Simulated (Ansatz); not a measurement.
# SnO: the cost of one run

Program: Ansatz 0.2.0. Level of theory: DFT PBE+D3(BJ), scalar-relativistic, plane waves, PAW. These are calculated values, not measurements.

2 further runs of the same task are left out: 2 set aside as unsound or not needed.

**1. The system as given**

It takes space group P4/mmm (No. 123, tetragonal). Conventional cell: a = 3.820 Å, b = 3.820 Å, c = 22.226 Å, α = 90.00°, β = 90.00°, γ = 90.00°. Around Sn (site symmetry 4mm) lie 4 O at 2.25 Å. O (site symmetry 2mm) is surrounded by 4 Sn at 2.25 Å.

As a file:

```
CELL_PARAMETERS angstrom
3.82015 0.00030 0.00000
-0.00030 3.82015 0.00000
0.00000 0.00000 22.22608
ATOMIC_POSITIONS crystal
Sn 0.99994 0.99993 0.20246
O 0.99995 0.49995 0.25560
O 0.49996 0.99995 0.25560
Sn 0.49994 0.49994 0.30874
Sn 0.49994 0.49994 0.51037
O 0.49996 0.99995 0.56352
O 0.99995 0.49995 0.56352
Sn 0.99994 0.99993 0.61665
```

This is the geometry at the first point of the grid.

**2. The grid**

Atoms count from 1 in the order of the input.

The upper layer of a bilayer is slid over the lower one; relaxed at each slide: the heights of all atoms; the origin of the map has Sn5 above Sn4.

- slide of the upper layer along the first cell vector, from Sn5 above Sn4: 8 values from 0.000 to 0.875, periodic
- slide of the upper layer along the second cell vector, from Sn5 above Sn4: 8 values from 0.000 to 0.875, periodic

Relaxed at each point: the heights of all atoms. Points are written as (first, second).

The two vectors of the plane (Å): (3.820, 0.000, 0.000); (0.000, 3.820, 0.000).

**3. The run at (0/8, 0/8) of the map's two axes**

input.yaml

```yaml
crystal:
  lattice:
    - [3.820152616, 0.0002954389, 0.0]
    - [-0.0003145156, 3.8201526145, 0.0]
    - [0.0, 0.0, 22.2260756252]
  atoms:
    - { symbol: Sn, position: [0.9999453016, 0.9999453016, 0.202464892] }
    - { symbol: O, position: [0.9999461184, 0.4999461184, 0.2556240248] }
    - { symbol: O, position: [0.4999461184, 0.9999461184, 0.2556240248] }
    - { symbol: Sn, position: [0.4999453016, 0.4999453016, 0.3087831576] }
    - { symbol: Sn, position: [0.4999453016, 0.4999453016, 0.4932511703] }
    - { symbol: O, position: [0.4999444849, 0.9999444849, 0.5464103031] }
    - { symbol: O, position: [0.9999444849, 0.4999444849, 0.5464103031] }
    - { symbol: Sn, position: [0.9999453016, 0.9999453016, 0.5995694359] }
basis:
  ecutwfc: 420
kpoints:
  mp_grid: { grid: [7, 7, 1] }
hamiltonian:
  xc: pbe
  pseudopotentials: { kind: paw, azcp: { folder: soft_1 } }
  dispersion: d3bj
scf:
  occupations: { method: gaussian, width: 0.05 }
output:
  forces: true
  eigenvalues: true
relax:
  adjacent_minimum: "off"
  f_tol: 0.003
  max_steps: 20
  constraints: [{ site: 0 }, { sites: [1, 2, 3, 4, 5, 6, 7], fix: xy }]
efield:
  axis: 3
  dipole_correction: true
  ramp_width: 0.04
```

Launch:

```bash
ansatz run input.yaml --threads 2 --pin off --max-ram 6144MiB --backend cpu --events-out ev --progress --plain --runs-dir out
```

Q: Estimate wall time and peak memory on 2 threads of Arm Neoverse N1, shared host.

About 91 s, with a peak of 0.56 GiB.
